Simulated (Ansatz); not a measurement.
The system is Hf.

```
Hf
1.0
     0.00000    2.22000    2.22000
     2.22000    0.00000    2.22000
     2.22000    2.22000    0.00000
Hf
1
Cartesian
  0.0000 0.0000 0.0000
```

This isn't the form of Hf at room conditions, which is hcp.

| Item | Value |
| --- | --- |
| Program | Ansatz 0.2.0 |
| Task | single point |
| Functional | PBE |
| Potentials or basis | all-electron LAPW, scalar-relativistic |
| Cutoff | 211 eV (chosen from the basis error) |
| Basis error allowed | 0.001 eV/atom |
| k mesh | 10 × 10 × 10 |
| Occupations | fermi-dirac, width 0.05 eV |
| Spin | no spin polarisation |

On this cell: pressure 3.1 GPa; band gap on the k mesh none (metal or under the smearing width).

The same run follows on a disturbed copy (cell strained at random at fixed volume):

```
Hf
1.0
    -0.04347    2.20748    2.21336
     2.16276   -0.04267    2.21256
     2.17201    2.21592   -0.05192
Hf
1
Direct
  0.00193 0.98878 0.99658
```

What does the disturbed cell give?

The energy (extrapolated to zero smearing) moves by +8.8 meV/atom; pressure 3.2 GPa; band gap on the k mesh none (metal or under the smearing width).

Stress tensor (GPa, compression positive):
```
3.87 1.29 1.81
1.29 2.92 1.66
1.81 1.66 2.77
```
